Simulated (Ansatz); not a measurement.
Runs of Ansatz 0.2.0 on Co. The structure is hexagonal, space group P6_3/mmc (No. 194). Conventional cell: a = 2.471 Å, b = 2.471 Å, c = 8.088 Å, α = 90.00°, β = 90.00°, γ = 120.00°. Around Co (site symmetry -6m2) lie 12 Co at 2.47 Å. Around Co (site symmetry -3m) lie 12 Co at 2.47 Å. 

| level | cutoff (eV) | V0 of scaled cells (Å³/atom) | B0 (GPa) |
| --- | --- | --- | --- |
| r2SCAN+D3(BJ) | 500 | 10.54 | 242 |
| revPBE+D3(BJ) | 420 | 10.51 | (b) |
| PBEsol+D4 | 420 | (a) | 239 |
| rPW86-PBE+rVV10 | 420 | 11.07 | 204 |

Alike in all rows: task equation of state; potentials or basis Ansatz PAW; spin collinear, ferromagnetic start; cell as given; k mesh 12 × 12 × 4; smearing fermi-dirac 0.05 eV.

Problem. Fill in the values left out.

Solution. (a) 10.25; (b) 226.

Caveats: the cell was scaled at fixed shape and fractional positions, which overstates the stiffness of a crystal with free parameters, most of all of layers and chains; the potentials were made for another functional, which shifts forces and pressure (some runs); the magnetic or orbital state may not be the lowest (some runs); the PAW data sets were made with another functional, which shifts forces and pressure a little (some runs).

Runs at the PBE level aren't shown here.
